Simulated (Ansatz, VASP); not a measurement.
Os: 3 runs at one level of theory

```xyz
2
Lattice="2.7341 0.0000 0.0000 -1.3671 2.3678 0.0000 0.0000 0.0000 4.3197" Properties=species:S:1:pos:R:3 pbc="T T T"
Os    1.3671    0.7893    3.2398
Os    0.0000    1.5785    1.0799
```

Alike in all runs: task band structure; functional revPBE; k mesh 11 × 11 × 6; occupations fermi-dirac, width 0.05 eV; no spin polarisation; no spin-orbit coupling. Pressure is positive in compression and, in plane waves, holds the error of the finite cutoff, which Ansatz's Pulay term estimates and takes out.

```tsv
program and potentials	plane-wave cutoff (eV)	notes	pressure (GPa)
Ansatz, Ansatz PAW	420	potentials made for PBE, which Ansatz adapts in part; 16 valence electrons an atom on average; Pulay term of +0.10 GPa included	11.76
VASP, PBE PAW files Os, 520 eV	520	potentials made for PBE; 8 valence electrons an atom on average	11.64
Ansatz, all-electron LAPW, scalar-relativistic	-	-	?
```

Estimate from the other rows what the run with Ansatz, all-electron LAPW, scalar-relativistic gave.

Pressure 11.74 GPa. The other rows, which needn't bracket it: pressure 11.64 to 11.76.
